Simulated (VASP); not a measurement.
# PbSe (Clausthalite) (Fm-3m) in VASP: a series of runs

PbSe (Clausthalite) is run at these levels: LDA, PBE, RPBE, BLYP; tasks: single point.

All numbers are computed with VASP 6.6.1; they aren't measurements. Logs are shortened: lines on timing, memory, paths and dates and some standing lists are left out, and cuts for length are marked.

**Experimental background.**

A printed reference work, monograph reports, for a bulk crystal of PbSe: band gap 0.28 eV (direct) at 300 K; band gap 0.15 eV (direct) at 4.2 K.

The runs below are set against these values where they give the same quantity.

### Step 1. The cell of the first run

It takes space group Fm-3m (No. 225, cubic). The conventional cell has a = 6.202 Å, b = 6.202 Å, c = 6.202 Å, α = 90.00°, β = 90.00°, γ = 90.00°. Pb (site symmetry m-3m) has 6 Se at 3.10 Å within 4.1 Å. Se (site symmetry m-3m) has 6 Pb at 3.10 Å within 4.1 Å.

### Step 2. Single point, LDA

File INCAR:

```
PREC = Accurate
ENCUT = 520
EDIFF = 1E-6
ISMEAR = -1
SIGMA = 0.05
LREAL = False
LASPH = True
NELM = 60
ALGO = Normal
ISIF = 2
LWAVE = False
LCHARG = False
NBANDS = 17
```

File KPOINTS:

```
Automatic mesh
0
Gamma
  8 8 8
```

File POSCAR:

```
PbSe
1.0
    0.0000000000      3.1009263293      3.1009263293
    3.1009263293      0.0000000000      3.1009263293
    3.1009263293      3.1009263293      0.0000000000
Pb Se
1 1
Direct
    0.0000000000      0.0000000000      0.0000000000
    0.5000000000      0.5000000000      0.5000000000
```

Potentials or basis: VASP PAW LDA potentials, release 64 (Pb_d, Se).

Started as:

```sh
$ cat potpaw_LDA.64/Pb_d/POTCAR potpaw_LDA.64/Se/POTCAR > POTCAR
$ mpirun -np 1 vasp_std > vasp.out
```

OUTCAR:

```text
PREC = Accurate
   ENCUT = 520
   EDIFF = 1E-6
   ISMEAR = -1
   LREAL = False
   LASPH = True
   NELM = 60
   ISIF = 2

 ion  position               nearest neighbor table
   1  0.000  0.000  0.000-   2 3.10   2 3.10   2 3.10   2 3.10   2 3.10   2 3.10
   2  0.500  0.500  0.500-   1 3.10   1 3.10   1 3.10   1 3.10   1 3.10   1 3.10

  LATTYP: Found a face centered cubic cell.
 ALAT       =     6.2018526586

  Lattice vectors:

 A1 = (   0.0000000000,   3.1009263293,   3.1009263293)
 A2 = (   3.1009263293,   0.0000000000,   3.1009263293)
 A3 = (   3.1009263293,   3.1009263293,   0.0000000000)

Analysis of symmetry for initial positions (statically):
=====================================================================
 Subroutine PRICEL returns:
 Original cell was already a primitive cell.

 Routine SETGRP: Setting up the symmetry group for a
 face centered cubic supercell.

 Subroutine GETGRP returns: Found 48 space group operations
 (whereof 48 operations were pure point group operations)
 out of a pool of 48 trial point group operations.

The static configuration has the point symmetry O_h .

Analysis of symmetry for dynamics (positions and initial velocities):
=====================================================================
 Subroutine PRICEL returns:
 Original cell was already a primitive cell.

 Routine SETGRP: Setting up the symmetry group for a
 face centered cubic supercell.

 Subroutine GETGRP returns: Found 48 space group operations
 (whereof 48 operations were pure point group operations)
 out of a pool of 48 trial point group operations.

The dynamic configuration has the point symmetry O_h .

 Subroutine INISYM returns: Found 48 space group operations
 (whereof 48 operations are pure point group operations),
 and found     1 'primitive' translations

----------------------------------------------------------------------------------------

                                     Primitive cell

  volume of cell :      59.6354

  direct lattice vectors                    reciprocal lattice vectors
     0.000000000  3.100926329  3.100926329    -0.161242141  0.161242141  0.161242141
     3.100926329  0.000000000  3.100926329     0.161242141 -0.161242141  0.161242141
     3.100926329  3.100926329  0.000000000     0.161242141  0.161242141 -0.161242141

  length of vectors
     4.385372071  4.385372071  4.385372071     0.279279580  0.279279580  0.279279580

  position of ions in fractional coordinates (direct lattice)
     0.000000000  0.000000000  0.000000000
     0.500000000  0.500000000  0.500000000

  ion indices of the primitive-cell ions
   primitive index   ion index
                 1           1
                 2           2

----------------------------------------------------------------------------------------

 KPOINTS: Automatic mesh

Automatic generation of k-mesh.
 Grid dimensions read from file:
 generate k-points for:    8    8    8

 Generating k-lattice:

  Cartesian coordinates                     Fractional coordinates (reciprocal lattice)
    -0.020155268  0.020155268  0.020155268     0.125000000  0.000000000  0.000000000
     0.020155268 -0.020155268  0.020155268     0.000000000  0.125000000  0.000000000
     0.020155268  0.020155268 -0.020155268     0.000000000  0.000000000  0.125000000

  Length of vectors
     0.034909948  0.034909948  0.034909948

  Shift w.r.t. Gamma in fractional coordinates (k-lattice)
     0.000000000  0.000000000  0.000000000

 Subroutine IBZKPT returns following result:
 ===========================================

 Found     29 irreducible k-points:

 Following reciprocal coordinates:
            Coordinates               Weight
  0.000000  0.000000  0.000000      1.000000
  0.125000  0.000000  0.000000      8.000000
  0.250000  0.000000  0.000000      8.000000
  0.375000  0.000000  0.000000      8.000000
  0.500000  0.000000  0.000000      4.000000
  0.125000  0.125000  0.000000      6.000000
[... 16 lines left out ...]
  0.500000  0.250000  0.125000     48.000000
 -0.375000  0.250000  0.125000     24.000000
 [... further k-points ...]
   k-points           NKPTS =     29   k-points in BZ     NKDIM =     29   number of bands    NBANDS=     17
   number of dos      NEDOS =    301   number of ions     NIONS =      2
   total plane-waves  NPLWV =  46656
   dimension x,y,z NGX =    36 NGY =   36 NGZ =   36
   dimension x,y,z NGXF=    72 NGYF=   72 NGZF=   72
   ions per type =               1   1
   NGX,Y,Z   is equivalent  to a cutoff of  13.65, 13.65, 13.65 a.u.
   NGXF,Y,Z  is equivalent  to a cutoff of  27.29, 27.29, 27.29 a.u.
 SYSTEM =  unknown system
   PREC   = accura    normal or accurate (medium, high low for compatibility)
   ISTART =      0    job   : 0-new  1-cont  2-samecut
   ICHARG =      2    charge: 1-file 2-atom 10-const
   ISPIN  =      1    spin polarized calculation?
   LNONCOLLINEAR =      F non collinear calculations
   LSORBIT =      F    spin-orbit coupling
   LASPH  =      T    aspherical Exc in radial PAW
   ENCUT  =  520.0 eV  38.22 Ry    6.18 a.u.   8.15  8.15  8.15*2*pi/ulx,y,z
   NELM   =     60;   NELMIN=  2; NELMDL= -5     # of ELM steps
   EDIFF  = 0.1E-05   stopping-criterion for ELM
   LREAL  =      F    real-space projection
   EDIFFG = 0.1E-04   stopping-criterion for IOM
   NSW    =      0    number of steps for IOM
   IBRION =     -1    ionic relax: 0-MD 1-quasi-New 2-CG
   NFREE  =      0    steps in history (QN), initial steepest desc. (CG)
   ISIF   =      2    stress and relaxation
   ISYM   =      2    0-nonsym 1-usesym 2-fastsym
   POTIM  = 0.5000    time-step for ionic-motion
   TEBEG  =    0.0;   TEEND  =   0.0 temperature during run
   PSTRESS=    0.0 pullay stress
   NELECT =      20.0000    total number of electrons
   NUPDOWN=      -1.0000    fix difference up-down
   EMIN   =  10.00;   EMAX   =-10.00  energy-range for DOS
   EFERMI =   0.00;   METHOD = LEGACY
   ISMEAR =    -1;   SIGMA  =   0.05  broadening in eV -4-tet -1-fermi 0-gaus
   EFERMI_NEDOS =   21; number of points for ismear=-14 and -15
   IALGO  =     38    algorithm
   IMIX   =      4    mixing-type and parameters
     AMIX     =   0.40;   BMIX     =  1.00
     AMIX_MAG =   1.60;   BMIX_MAG =  1.00
  volume/ion in A,a.u.               =      29.82       201.22
  Fermi-wavevector in a.u.,A,eV,Ry     =   1.137409  2.149392 17.601851  1.293700
  Thomas-Fermi vector in A             =   2.274114
   LORBIT       =      0    0 simple, 1 ext, 2 COOP (PROOUT), +10 PAW based schemes
   GGA     = CA    functional components
   LHFCALC =     F    Hartree Fock is set to
   AEXX    =    0.0000 exact exchange contribution
   IVDW    =     0    specifies the selected vdW correction
   LEPSILON=     F    determine dielectric tensor
   LRPA    =     F    only Hartree local field effects (RPA)
 non-spin polarized calculation
  energy-cutoff  :      520.00
  volume of cell :       59.64
 maximum number of plane-waves:      1639
 NGX is ok and might be reduce to    36
   NGX = 17   NGY = 17   NGZ = 17

 number of electron      20.0000001 magnetization

 Free energy of the ion-electron system (eV)
  ---------------------------------------------------
  ext. energy  EPLUGINS =         0.00000000
  ---------------------------------------------------
  free energy    TOTEN  =        -9.40422704 eV

  energy without entropy =       -9.40388876  energy(sigma->0) =       -9.40405790

 E-fermi :   4.5388     XC(G=0):  -9.6708

 val. band max:        4.3973273955   @ k =   0.5000   0.0000   0.0000
 cond. band min:       4.6800237436   @ k =   0.5000   0.0000   0.0000
 fundamental gap:      0.2826963481
 Fermi energy:         4.5387538372

 k-point     1 :       0.0000    0.0000    0.0000
  band No.  band energies     occupation
      1     -12.2882      2.00000
      2     -12.2882      2.00000
      3     -12.2882      2.00000
      4     -12.2882      2.00000
      5     -12.2882      2.00000
      6      -8.8659      2.00000
[... 9 lines left out ...]
     16      10.9795      0.00000
     17      12.5548      0.00000

 k-point     2 :       0.1250    0.0000    0.0000
  band No.  band energies     occupation
      1     -12.2911      2.00000
      2     -12.2911      2.00000
      3     -12.2876      2.00000
      4     -12.2839      2.00000
      5     -12.2839      2.00000
      6      -8.7553      2.00000
[... 9 lines left out ...]
     16      11.3080      0.00000
     17      13.4969      0.00000

 k-point     3 :       0.2500    0.0000    0.0000
  band No.  band energies     occupation
      1     -12.2984      2.00000
      2     -12.2984      2.00000
      3     -12.2864      2.00000
      4     -12.2737      2.00000
      5     -12.2737      2.00000
      6      -8.4529      2.00000
[... 9 lines left out ...]
     16      12.1538      0.00000
     17      15.3174      0.00000

 k-point     4 :       0.3750    0.0000    0.0000
  band No.  band energies     occupation
      1     -12.3056      2.00000
      2     -12.3056      2.00000
      3     -12.2854      2.00000
      4     -12.2634      2.00000
      5     -12.2634      2.00000
      6      -8.0756      2.00000
[... 9 lines left out ...]
     16      13.4286      0.00000
     17      15.6059      0.00000
[... 343 lines left out ...]
      1     -12.3208      2.00000
      2     -12.2901      2.00000
      3     -12.2901      2.00000
      4     -12.2694      2.00000
      5     -12.2660      2.00000
      6      -8.1999      2.00000
[... 9 lines left out ...]
     16      13.7988      0.00000
     17      14.3929      0.00000

 k-point    23 :       0.5000    0.2500    0.1250
  band No.  band energies     occupation
      1     -12.3311      2.00000
      2     -12.2951      2.00000
      3     -12.2843      2.00000
      4     -12.2668      2.00000
      5     -12.2603      2.00000
      6      -7.8728      2.00000
[... 9 lines left out ...]
     16      14.2625      0.00000
     17      15.3280      0.00000

 k-point    24 :      -0.3750    0.2500    0.1250
  band No.  band energies     occupation
      1     -12.3348      2.00000
      2     -12.2977      2.00000
      3     -12.2785      2.00000
      4     -12.2699      2.00000
      5     -12.2570      2.00000
      6      -7.7146      2.00000
[... 9 lines left out ...]
     16      15.2031      0.00000
     17      15.2237      0.00000

 [... further k-points ...]

------------------------ aborting loop because EDIFF is reached ----------------------------------------

  FORCE on cell =-STRESS in cart. coord.  units (eV):
  Direction    XX          YY          ZZ          XY          YZ          ZX
  --------------------------------------------------------------------------------------
  -------------------------------------------------------------------------------------
  Total       -1.4089555     -1.4089555     -1.4089555      0.0000000      0.0000000      0.0000000
  in kB      -37.8532800    -37.8532800    -37.8532800      0.0000000      0.0000000      0.0000000
  external PRESSURE =     -37.8532800 kB  Pullay stress =       0.0000000 kB

 VOLUME and BASIS-vectors are now :
 -----------------------------------------------------------------------------
  energy-cutoff  :      520.00
  volume of cell :       59.64
      direct lattice vectors                 reciprocal lattice vectors
     0.000000000  3.100926329  3.100926329    -0.161242141  0.161242141  0.161242141
     3.100926329  0.000000000  3.100926329     0.161242141 -0.161242141  0.161242141
     3.100926329  3.100926329  0.000000000     0.161242141  0.161242141 -0.161242141

 POSITION                                       TOTAL-FORCE (eV/Angst)
 -----------------------------------------------------------------------------------
      0.00000      0.00000      0.00000        -0.000000     -0.000000      0.000000
      3.10093      3.10093      3.10093         0.000000      0.000000     -0.000000
 -----------------------------------------------------------------------------------
    total drift:                               -0.000000      0.000000      0.000000

  FREE ENERGIE OF THE ION-ELECTRON SYSTEM (eV)
  ---------------------------------------------------
  free  energy   TOTEN  =        -9.4042270413 eV

  energy  without entropy=       -9.4038887576  energy(sigma->0) =       -9.40405790
```

It took 18 s on 1 thread of AMD EPYC 9R45 (Zen 5), shared host; peak memory 0.15 GiB.

Results:

| Quantity | Value |
| --- | --- |
| Free energy | -9.4042 eV |
| Pressure | -3.8 GPa |
| Band gap on the k mesh | 0.28 eV, direct |

Caveat: spin-orbit coupling is left out, which moves the levels of the heavy elements. A k mesh can miss the band edges.

### Step 3. Single point, PBE

This run uses another cell than the first one, of 28.67 Å³/atom, 0.962 times its volume.

File INCAR:

```
  ALGO = Normal
  EDIFF = 1E-6
  ENCUT = 520
  GGA = PE
  ISIF = 2
  ISMEAR = 0
  LASPH = True
  LCHARG = True
  LELF = True
  LREAL = False
  LVHAR = True
  LWAVE = False
  NBANDS = 17
  NELM = 80
  PREC = Accurate
  SIGMA = 0.1
```

File KPOINTS:

```
k-points
0
Gamma
  8 8 8
```

File POSCAR:

```
PbSe
1.0
    0.0000000000      3.0606500000      3.0606500000
    3.0606500000      0.0000000000      3.0606500000
    3.0606500000      3.0606500000      0.0000000000
Pb Se
1 1
Direct
    0.0000000000      0.0000000000      0.0000000000
    0.5000000000      0.5000000000      0.5000000000
```

Potentials or basis: VASP PAW PBE potentials, release 64 (Pb_d, Se).

Started as:

```sh
$ cat potpaw_PBE.64/Pb_d/POTCAR potpaw_PBE.64/Se/POTCAR > POTCAR
$ mpirun -np 1 vasp_std > vasp.out
```

OUTCAR:

```text
EDIFF = 1E-6
   ENCUT = 520
   GGA = PE
   ISIF = 2
   ISMEAR = 0
   LASPH = True
   LREAL = False
   NELM = 80
   PREC = Accurate

 ion  position               nearest neighbor table
   1  0.000  0.000  0.000-   2 3.06   2 3.06   2 3.06   2 3.06   2 3.06   2 3.06
   2  0.500  0.500  0.500-   1 3.06   1 3.06   1 3.06   1 3.06   1 3.06   1 3.06

  LATTYP: Found a face centered cubic cell.
 ALAT       =     6.1213000000

  Lattice vectors:

 A1 = (   0.0000000000,   3.0606500000,   3.0606500000)
 A2 = (   3.0606500000,   0.0000000000,   3.0606500000)
 A3 = (   3.0606500000,   3.0606500000,   0.0000000000)

Analysis of symmetry for initial positions (statically):
=====================================================================
 Subroutine PRICEL returns:
 Original cell was already a primitive cell.

 Routine SETGRP: Setting up the symmetry group for a
 face centered cubic supercell.

 Subroutine GETGRP returns: Found 48 space group operations
 (whereof 48 operations were pure point group operations)
 out of a pool of 48 trial point group operations.

The static configuration has the point symmetry O_h .

Analysis of symmetry for dynamics (positions and initial velocities):
=====================================================================
 Subroutine PRICEL returns:
 Original cell was already a primitive cell.

 Routine SETGRP: Setting up the symmetry group for a
 face centered cubic supercell.

 Subroutine GETGRP returns: Found 48 space group operations
 (whereof 48 operations were pure point group operations)
 out of a pool of 48 trial point group operations.

The dynamic configuration has the point symmetry O_h .

 Subroutine INISYM returns: Found 48 space group operations
 (whereof 48 operations are pure point group operations),
 and found     1 'primitive' translations

----------------------------------------------------------------------------------------

                                     Primitive cell
[... 109 lines left out ...]
   IMIX   =      4    mixing-type and parameters
     AMIX     =   0.40;   BMIX     =  1.00
     AMIX_MAG =   1.60;   BMIX_MAG =  1.00
  volume/ion in A,a.u.               =      28.67       193.48
  Fermi-wavevector in a.u.,A,eV,Ry     =   1.152377  2.177676 18.068159  1.327972
  Thomas-Fermi vector in A             =   2.289028
   LORBIT       =      0    0 simple, 1 ext, 2 COOP (PROOUT), +10 PAW based schemes
   GGA     = PE    functional components
   LHFCALC =     F    Hartree Fock is set to
   AEXX    =    0.0000 exact exchange contribution
   IVDW    =     0    specifies the selected vdW correction
   LEPSILON=     F    determine dielectric tensor
   LRPA    =     F    only Hartree local field effects (RPA)
 non-spin polarized calculation
 Gauss-broadening in eV      SIGMA  =   0.10
  energy-cutoff  :      520.00
  volume of cell :       57.34
 maximum number of plane-waves:      1572
   NGX = 17   NGY = 17   NGZ = 17

 number of electron      20.0000000 magnetization

 Free energy of the ion-electron system (eV)
  ---------------------------------------------------
  ext. energy  EPLUGINS =         0.00000000
  ---------------------------------------------------
  free energy    TOTEN  =        -8.17835043 eV

  energy without entropy =       -8.17824507  energy(sigma->0) =       -8.17829775

 E-fermi :   5.2153     XC(G=0):  -9.5303

 val. band max:        5.0695840381   @ k =   0.5000   0.0000   0.0000
 cond. band min:       5.3610869794   @ k =   0.5000   0.0000   0.0000
 fundamental gap:      0.2915029413
 Fermi energy:         5.2153355091

 k-point     1 :       0.0000    0.0000    0.0000
  band No.  band energies     occupation
      1     -11.7676      2.00000
      2     -11.7676      2.00000
      3     -11.7676      2.00000
      4     -11.7636      2.00000
      5     -11.7636      2.00000
      6      -8.5254      2.00000
[... 457 lines left out ...]
      4     -11.7469      2.00000
      5     -11.7319      2.00000
      6      -7.2661      2.00000
[... 9 lines left out ...]
     16      15.9113      0.00000
     17      15.9960      0.00000

 [... further k-points ...]

------------------------ aborting loop because EDIFF is reached ----------------------------------------

  FORCE on cell =-STRESS in cart. coord.  units (eV):
  Direction    XX          YY          ZZ          XY          YZ          ZX
  --------------------------------------------------------------------------------------
  -------------------------------------------------------------------------------------
  Total        0.8585061      0.8585061      0.8585061      0.0000000      0.0000000      0.0000000
  in kB       23.9873877     23.9873877     23.9873877      0.0000000      0.0000000      0.0000000
  external PRESSURE =      23.9873877 kB  Pullay stress =       0.0000000 kB

 VOLUME and BASIS-vectors are now :
 -----------------------------------------------------------------------------
  energy-cutoff  :      520.00
  volume of cell :       57.34
      direct lattice vectors                 reciprocal lattice vectors
     0.000000000  3.060650000  3.060650000    -0.163363991  0.163363991  0.163363991
     3.060650000  0.000000000  3.060650000     0.163363991 -0.163363991  0.163363991
     3.060650000  3.060650000  0.000000000     0.163363991  0.163363991 -0.163363991

 POSITION                                       TOTAL-FORCE (eV/Angst)
 -----------------------------------------------------------------------------------
      0.00000      0.00000      0.00000        -0.000000      0.000000      0.000000
      3.06065      3.06065      3.06065         0.000000     -0.000000     -0.000000
 -----------------------------------------------------------------------------------
    total drift:                                0.000000     -0.000000     -0.000000

  FREE ENERGIE OF THE ION-ELECTRON SYSTEM (eV)
  ---------------------------------------------------
  free  energy   TOTEN  =        -8.1783504275 eV

  energy  without entropy=       -8.1782450733  energy(sigma->0) =       -8.17829775
```

stdout:

```text
POSCAR found type information on POSCAR PbSe
 POSCAR found :  2 types and       2 ions
 scaLAPACK will be used
 LDA part: xc-table for (Slater+PW92), standard interpolation
 POSCAR, INCAR and KPOINTS ok, starting setup
 FFT: planning ... GRIDC
 FFT: planning ... GRID_SOFT
 FFT: planning ... GRID
 WAVECAR not read
 entering main loop
```

Run time: 14 s. Hardware: 1 thread of Intel Xeon 6975P-C, shared host; peak memory 0.19 GiB.

Results:

```yaml
Free_energy: -8.1784 eV
Pressure: 2.4 GPa
Band_gap_on_the_k_mesh: 0.29 eV, direct
```

Levels at points of the mesh, in eV from the valence-band top:
```csv
k point,band 8,band 9,band 10,band 11,band 12,band 13
"(0.00, 0.00, 0.00)",-1.88,-1.88,-1.88,4.71,4.71,4.71
"(0.50, 0.00, 0.00)",-1.47,-1.47,0.00,0.29,1.70,1.70
"(0.50, 0.50, 0.00)",-4.98,-3.24,-3.24,3.69,5.61,5.61
```

Caveat: spin-orbit coupling is left out, which moves the levels of the heavy elements.

[end of part 1 of 2]
